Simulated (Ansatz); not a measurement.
This is a single-point calculation with Ansatz 0.2.0 on an ordered 4-atom cell of AlGaAs₂ on the zincblende lattice (P-4m2); the level of theory is HSE06. The cell was relaxed with r2SCAN and then strained (epitaxial +3.05 % in the xy plane, free normal strain -2.85 %), with the atoms relaxed again with r2SCAN; k points keep the names of the unstrained zone.

The input:
```yaml
crystal:
  lattice:
    - [4.1379847317, 0.0, 0.0]
    - [0.0, 4.1379847317, 0.0]
    - [0.0, 0.0, 5.5010029209]
  atoms:
    - { symbol: Al, position: [0.0, 0.0, 0.0] }
    - { symbol: As, position: [0.0, 0.5, 0.2484194107] }
    - { symbol: Ga, position: [0.5, 0.5, 0.5] }
    - { symbol: As, position: [0.5, 0.0, 0.7515805893] }
kpoints:
  mp_grid: { grid: [4, 4, 4] }
  band_path:
    path:
      - [0.0, 0.0, 0.0]
      - [0.0, 0.5, 0.0]
      - [0.5, 0.5, 0.0]
      - [0.0, 0.0, 0.5]
      - [0.0, 0.5, 0.5]
      - [0.5, 0.5, 0.5]
    npoints: 1
hamiltonian:
  xc: hse06
scf:
  occupations: { method: fixed }
  n_extra_bands: 5
output:
  forces: true
  stress: true
  eigenvalues: true
```

Main lines of the log:
```
Pseudopotential: Al, paw, valence charge 3, recommended cutoff 420 eV (normal)
Pseudopotential: As, paw, valence charge 15, recommended cutoff 420 eV (normal)
Pseudopotential: Ga, paw, valence charge 13, recommended cutoff 420 eV (normal)
Functional definition: HSE06
Crystal: 4 atoms, lattice volume = 94.193 Å³
Basis set: ecut = 420 eV, 1843 PW (Γ)
Bands: 28, of which v1, the nominal top of the filled ones, is band 23 counted from 1 (22 counted from 0)
Symmetry: 8 space group operations
Space group: P-4m2 (ITA 115)
k-points: 18 of 64 (time reversal used)
Exchange kernel: α = 0.2500, screened, ω = 0.2079 Å⁻¹, Wigner–Seitz truncation, v(0) = 1040.5175 eV·Å³, q-mesh 4×4×4
hybrid outer 1: dexx = +1.673e-2 eV, tail = 1.09e-4 eV
hybrid outer 2: dexx = +1.969e-6 eV, tail = 5.14e-8 eV, Δε = 2.79e-3 eV, ΔF = 4.72e-3 eV/Å
Free energy (F): -14037.800924 eV
Fermi energy:    6.550094 eV
--- Forces (eV/Å), atoms counted from 1 ---
  atom   1  Al      0.00000      0.00000      0.00000
  atom   2  As      0.00000      0.00000    -0.01978
  atom   3  Ga      0.00000      0.00000      0.00000
  atom   4  As      0.00000      0.00000      0.01978
--- Stress (GPa, compression-positive) ---
       -2.782472       0.000000       0.000000
        0.000000      -2.782472       0.000000
        0.000000       0.000000      -0.008465
  P = ⅓ Tr σ = -1.8578 GPa (-18.578 kbar)
--- Band table (eV; the first three rows and the last of 18) ---
  k-point 0: bands = […, 0.1393, 3.5753, 3.5753, 6.2744, 6.2744, 6.5501, 8.0043, 8.3766, 8.8834, 11.1214, …]
  k-point 1: bands = […, 0.9429, 3.8448, 3.8448, 4.8854, 5.6662, 5.6662, 8.3168, 9.3808, 9.9487, 10.4115, …]
  k-point 2: bands = […, 2.3132, 3.1843, 4.5069, 4.5069, 4.7277, 4.7277, 8.8477, 9.2793, 10.6958, 10.7282, …]
  k-point 17: bands = […, -0.4055, 0.5817, 2.8659, 2.9751, 3.2180, 3.2180, 12.0201, 12.0201, 12.4512, 13.0842, …]
```

The rows of the band table are 0: (0, 0, 0) = Γ, 1: (0, 0, 1/4), 2: (0, 0, -1/2) = Z, 17: (-1/2, -1/2, -1/2) = A.

The file bands.tsv (bands near the Fermi energy, numbered from 0, rounded):
```tsv
# k_distance	band_18	band_19	band_20	band_21	band_22	band_23	band_24	band_25	band_26
# fermi_ev = 6.550094
# [0, 0, 0] at k_distance = 0.000000
# [0, 0.5, 0] at k_distance = 0.759208
# [0.5, 0.5, 0] at k_distance = 1.518417
# [0, 0, 0.5] at k_distance = 2.734535
# [0, 0.5, 0.5] at k_distance = 3.493743
# [0.5, 0.5, 0.5] at k_distance = 4.252952
# levels_relative_to = fermi_ev
0.000	-2.975	-2.975	-0.276	-0.276	0.000	1.454	1.826	2.333	4.571
0.759	-5.094	-3.158	-3.153	-1.595	-1.478	3.225	3.436	6.379	6.484
1.518	-6.324	-2.544	-2.544	-2.536	-2.479	2.078	2.078	2.220	3.145
2.735	-3.366	-2.043	-2.043	-1.822	-1.822	2.298	2.729	4.146	4.178
3.494	-6.326	-1.520	-1.353	-1.005	-0.862	1.526	2.416	4.918	5.167
4.253	-5.968	-3.684	-3.575	-3.332	-3.332	5.470	5.470	5.901	6.534
```
In order the rows are Γ, X, M, Z, R, A.

With HSE06 the gap is 1.45 eV and direct, at Γ. Edges are sought over the mesh and the listed points. With the atoms held, the mean pressure is -1.9 GPa (compression positive). The stress of a hybrid is loosely converged here.

Values at 0 K without nuclear motion; spin polarisation is off, and the phase may be a hypothetical one.

The runs are scalar-relativistic, without spin-orbit coupling.

The meshes of the hybrids are coarse, so their gaps aren't converged to the digits shown.
